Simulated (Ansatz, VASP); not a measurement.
Hf: VASP beside Ansatz

```
CELL_PARAMETERS angstrom
-1.77231 1.77231 1.77231
1.77231 -1.77231 1.77231
1.77231 1.77231 -1.77231
ATOMIC_POSITIONS crystal
Hf 0.00000 0.00000 0.00000
```

Alike in both runs: task single point; functional LDA; k mesh 16 × 16 × 16; occupations gaussian, width 0.1 eV; no spin polarisation.

|  | VASP | Ansatz |
| --- | --- | --- |
| version | VASP 6.6.1 | Ansatz 0.2.0 |
| potentials or method | VASP PAW LDA potentials, release 64 (Hf_pv) | scalar-relativistic, plane waves, PAW |
| plane-wave cutoff (eV) | 520 | 420 |
| valence electrons in the cell | 10 | 26 |

|  | VASP | Ansatz | Ansatz less VASP |
| --- | --- | --- | --- |
| gap on the k mesh at the Fermi level (eV) | none | none | - |
| pressure (GPa) | -8.5 | -8.6 | -0.07 |

A gap of «none» marks a metal or a gap that the smearing closes. The two sets of potentials don't hold the same shells in valence.

Spin-orbit coupling is left out, which matters for the levels of Hf.
